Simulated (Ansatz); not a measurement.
**How far is PAW off for Ta?**

```xyz
1
Lattice="-1.6513 1.6513 1.6183 1.6513 -1.6513 1.6183 1.6513 1.6513 -1.6183" Properties=species:S:1:pos:R:3 pbc="T T T"
Ta    0.0000    0.0000    0.0000
```

The cell is COD entry 1541266, as deposited and not checked against the literature; nothing was relaxed. The listed cell was then made from it by scaling, straining or moving an atom.

No spin–orbit coupling, which matters for the heavy atoms here.

Methods: DFT, PBE, PAW with Ansatz's default frozen-core files, scalar-relativistic (Ansatz 0.2.0); DFT, PBE, all-electron PAW with datasets made for the crystal, scalar-relativistic (Ansatz 0.2.0); DFT, PBE, all-electron LAPW, scalar-relativistic (Ansatz 0.2.0).

For PAW: a Γ-centred 17×17×17 k mesh, Fermi–Dirac smearing of 0.08 eV, cutoff 420 eV, no spin polarisation. The crystal-made all-electron datasets (AE datasets) take a cutoff of 240 eV at this cell. LAPW targets a basis error of 0.5 meV/atom. The Ansatz runs share mesh, smearing and spin set-up. Plane-wave (PAW) pressures include the program's estimate of the Pulay term.

Stress and pressure are positive in compression.

Spin–orbit coupling is left out, which moves gradients at and beside heavy atoms by some per cent and at worst by a factor of two.

In a metal, gradients converge slowly with the k mesh: the values move by tens of per cent from one mesh to another, at times in sign, so only the comparison on one mesh counts.

| quantity | PAW | AE datasets | LAPW |
| --- | --- | --- | --- |
| pressure (GPa) | 7.53 | 7.43 | 7.42 |
| stress xx (GPa) | 6.77 | 6.67 | 6.66 |
| stress zz (GPa) | 9.05 | 8.94 | 8.94 |
| field gradient Vzz at Ta (10²¹ V/m²) | -1.51 | -1.45 | – |

PAW's pressure differs from the LAPW value by +0.10 GPa.
